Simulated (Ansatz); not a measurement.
# Pt: the cost of one run

Program: Ansatz 0.2.0. Level of theory: DFT PBE+D4, scalar-relativistic, plane waves, PAW. These are calculated values, not measurements.

### Step 1. Starting point

The structure is trigonal, space group P-3m1 (No. 164). Conventional cell: a = 2.775 Å, b = 2.775 Å, c = 26.797 Å, α = 90.00°, β = 90.00°, γ = 120.00°. Pt (site symmetry 3m) has 9 Pt at 2.77 Å as nearest neighbours. Pt (site symmetry 3m) has 12 Pt at 2.77 Å as nearest neighbours.

Coordinates:

```
CELL_PARAMETERS angstrom
5.54937 0.00000 0.00000
2.77469 4.80590 0.00000
0.00000 0.00000 26.79657
ATOMIC_POSITIONS crystal
Pt 0.00000 0.00000 0.37318
Pt 0.50000 0.00000 0.37318
Pt 0.00000 0.50000 0.37318
Pt 0.50000 0.50000 0.37318
Pt 0.16667 0.16667 0.45773
Pt 0.66667 0.16667 0.45773
Pt 0.16667 0.66667 0.45773
Pt 0.66667 0.66667 0.45773
Pt 0.83333 0.33333 0.54227
Pt 0.33333 0.33333 0.54227
Pt 0.83333 0.83333 0.54227
Pt 0.33333 0.83333 0.54227
Pt 0.00000 0.00000 0.62682
Pt 0.50000 0.00000 0.62682
Pt 0.00000 0.50000 0.62682
Pt 0.50000 0.50000 0.62682
```

### Step 2. Single point: Pt16 slab, no spin

A dipole layer in the vacuum cancels the field that periodic copies would set up if the slab's two faces differ.

Contents of input.yaml:

```yaml
crystal:
  lattice:
    - [5.5493740188, 0.0, 0.0]
    - [2.7746870094, 4.8058988753, 0.0]
    - [0.0, 0.0, 26.7965673689]
  atoms:
    - { symbol: Pt, position: [0.0, 0.0, 0.3731821267] }
    - { symbol: Pt, position: [0.5, 0.0, 0.3731821267] }
    - { symbol: Pt, position: [0.0, 0.5, 0.3731821267] }
    - { symbol: Pt, position: [0.5, 0.5, 0.3731821267] }
    - { symbol: Pt, position: [0.1666666667, 0.1666666667, 0.4577273756] }
    - { symbol: Pt, position: [0.6666666667, 0.1666666667, 0.4577273756] }
    - { symbol: Pt, position: [0.1666666667, 0.6666666667, 0.4577273756] }
    - { symbol: Pt, position: [0.6666666667, 0.6666666667, 0.4577273756] }
    - { symbol: Pt, position: [-0.1666666667, 0.3333333333, 0.5422726244] }
    - { symbol: Pt, position: [0.3333333333, 0.3333333333, 0.5422726244] }
    - { symbol: Pt, position: [-0.1666666667, 0.8333333333, 0.5422726244] }
    - { symbol: Pt, position: [0.3333333333, 0.8333333333, 0.5422726244] }
    - { symbol: Pt, position: [0.0, 0.0, 0.6268178733] }
    - { symbol: Pt, position: [0.5, 0.0, 0.6268178733] }
    - { symbol: Pt, position: [0.0, 0.5, 0.6268178733] }
    - { symbol: Pt, position: [0.5, 0.5, 0.6268178733] }
scf:
  occupations: { method: gaussian, width: 0.1 }
output:
  forces: true
hamiltonian:
  xc: pbe
  dispersion: d4
kpoints:
  mp_grid: { grid: [6, 6, 1] }
efield:
  axis: 3
  dipole_correction: true
```

Launch:

```sh
ansatz run input.yaml --threads 8 --pin off --max-ram 15360MiB --backend cpu --events-out ev --progress --plain --runs-dir out
```

**Question.** How long does this run take on 8 threads of Intel Xeon at 2.70GHz, shared host, and how much memory does it need?

About 8.9 s, with a peak of 3.4 GiB.
